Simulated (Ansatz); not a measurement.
Ga vacancy in Ga₂O₃

Method: Ansatz 0.2.0, DFT PBEsol, scalar-relativistic, plane waves, PAW. Settings: 420 eV cutoff, 2×2×2 k-mesh, shifted by half a step, Gaussian smearing of 0.01 eV, collinear spin.

Host crystal, relaxed:

```
Ga O
1.0
     6.13871   -1.52366    0.00363
     6.13871    1.52366    0.00363
    -1.38044    0.00000    5.64418
Ga O
4 6
Direct
  0.34127 0.34127 0.68542
  0.65873 0.65873 0.31458
  0.90948 0.90948 0.20460
  0.09052 0.09052 0.79540
  0.50377 0.50377 0.74407
  0.49623 0.49623 0.25593
  0.82678 0.82678 0.43723
  0.17322 0.17322 0.56277
  0.16528 0.16528 0.10959
  0.83472 0.83472 0.89041
```

Supercell of 40 atoms, rows in host cell vectors: 1 0 1; -1 2 0; -2 2 1. Atoms relax at the host's cell, keeping the symmetry that the supercell leaves at the site. The cell is small, so energies carry finite-size errors of tenths of an eV. The host's Kohn–Sham gap is 2.22 eV.

Defect: Ga vacancy at (0.341, 0.341, 0.685) of the host cell, charge 0.

Give the relaxed supercell.

```xyz
39
Lattice="4.7583 -1.5237 5.6478 6.1387 4.5710 0.0036 -1.3804 6.0946 5.6442" Properties=species:S:1:pos:R:3 pbc="T T T"
Ga    3.2601    6.0995    3.8515
Ga    3.2692    0.0034    3.8406
Ga    3.2766    3.0438    3.8720
Ga    6.2779    3.0343    7.4514
Ga    1.5274    1.5413    1.7843
Ga    6.3461    6.1423    7.4949
Ga    6.3787    9.1042    7.4905
Ga    4.7172    4.5811    1.1352
Ga    3.3909    7.5841    6.8159
Ga    3.3546    1.4933    6.8191
Ga    3.3738    4.5847    6.8184
Ga    6.2217    1.5240    4.4859
Ga    4.7773    4.5682   10.1012
Ga    6.1578    4.5833    4.4504
Ga    6.1936    7.6302    4.5263
O     3.7520    3.0376    9.9479
O     5.1654    6.1265    4.2368
O     3.7883    6.0956    9.8808
O     5.2014    3.0449    4.1494
O     4.3193    3.0333    7.2272
O     5.7666    6.0670    1.4382
O     4.4407    6.0844    7.0646
O     5.7817    3.0563    1.1999
O     3.4280    4.5234    2.4775
O     3.4399    1.5704    2.4767
O     8.1584    5.8778    8.0645
O     2.0500    4.7896    8.0642
O     5.9918    7.6395    8.7124
O     6.0925    4.5181    8.7968
O     7.4632    4.6130    3.1214
O     1.3593    3.0431    3.1894
O     6.7522    7.6240    6.2716
O     6.6128    4.5438    6.2407
O     0.5423    6.1224    6.2303
O     6.5968    1.5386    6.2810
O     2.9501    4.5454    5.0280
O     2.9247    1.5419    5.0282
O     2.5542    7.3389    5.1823
O     8.6743    3.3271    5.1460
```
Around the defect: 1 O at 1.94 Å, 1 O at 2.17 Å, 2 O at 2.27 Å, 1 O at 2.32 Å, 1 O at 2.33 Å, 1 Ga at 2.99 Å. The run ended with a moment of 3.00 μB, which may not be the ground spin state.